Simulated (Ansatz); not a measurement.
W, beta-W (A15): geometry optimisation

Computed with DFT, RPBE, plane waves (420 eV) with PAW, scalar-relativistic (Ansatz). (PAW data from PBE, frozen cores regenerated.)

k-point mesh 5×5×5, Fermi-Dirac smearing 0.1 eV, no spin polarisation. Cell and atoms relax.

Starting structure:

```yaml
crystal:
  lattice:
    - [5.083, 0.0, 0.0]
    - [0.0, 5.083, 0.0]
    - [0.0, 0.0, 5.083]
  atoms:
    - { symbol: W, position: [0.0, 0.0, 0.0] }
    - { symbol: W, position: [0.5, 0.5, 0.5] }
    - { symbol: W, position: [0.0, 0.5, 0.25] }
    - { symbol: W, position: [0.0, 0.5, 0.75] }
    - { symbol: W, position: [0.25, 0.0, 0.5] }
    - { symbol: W, position: [0.75, 0.0, 0.5] }
    - { symbol: W, position: [0.5, 0.75, 0.0] }
    - { symbol: W, position: [0.5, 0.25, 0.0] }
hamiltonian:
  xc: rpbe
  pseudopotentials:
    kind: paw
    azcp:
      W: "pseudopotentials/W.paw.azcp"
basis:
  ecutwfc: 420
  fft_grid_basis: typed
kpoints:
  mp_grid: { grid: [5, 5, 5], shift: [0, 0, 0] }
magnetization:
  spin_polarized: false
scf:
  occupations: { method: fermi_dirac, width: 0.1 }
relax:
  max_steps: 60
  f_tol: 0.01
  cell: {}
output:
  write_density: true
  write_potential: true
  elf: true
  volumetric_format: npy
```

Question: The pressure at the start is 2.8 GPa. By how much does the volume change?

Answer: From 16.42 to 16.57 Å³ per atom, 0.9 %. The final cell has a = 5.099 Å.

Question: How much energy does the relaxation gain?

Answer: 1.3 meV per atom.
